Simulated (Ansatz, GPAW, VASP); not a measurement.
# One calculation of Mg, 3 ways

```
Mg
1.0
     3.20930    0.00000    0.00000
    -1.60465    2.77934    0.00000
     0.00000    0.00000    5.21030
Mg
2
Direct
  0.66667 0.33333 0.75000
  0.33333 0.66667 0.25000
```

Alike in all runs: task band structure; functional RPBE; k mesh 10 × 10 × 5; occupations fermi-dirac, width 0.05 eV; no spin polarisation; no spin-orbit coupling. Pressure is positive in compression and, in plane waves, holds the error of the finite cutoff.

```json
{"program and potentials": "GPAW, the program's PAW data sets (release 1.2.1) made for this functional", "plane-wave cutoff (eV)": "800", "notes": "10 valence electrons an atom on average", "band gap (eV)": "no gap", "pressure (GPa)": "0.65"}
{"program and potentials": "Ansatz, all-electron LAPW, scalar-relativistic", "plane-wave cutoff (eV)": "-", "notes": "-", "band gap (eV)": "no gap", "pressure (GPa)": "0.71"}
{"program and potentials": "VASP, PBE PAW files Mg, 520 eV", "plane-wave cutoff (eV)": "520", "notes": "potentials made for PBE; 2 valence electrons an atom on average", "band gap (eV)": "no gap", "pressure (GPa)": "0.57"}
```

None finds a gap. The pressure spans 0.57 (VASP, PBE PAW files Mg, 520 eV) to 0.71 GPa (Ansatz, all-electron LAPW, scalar-relativistic), with all-electron results at 0.71.

Differences between rows come from potentials, basis sets and numerical settings, since the functional is the same but for its coding. Runs on potential files found faulty are left out.
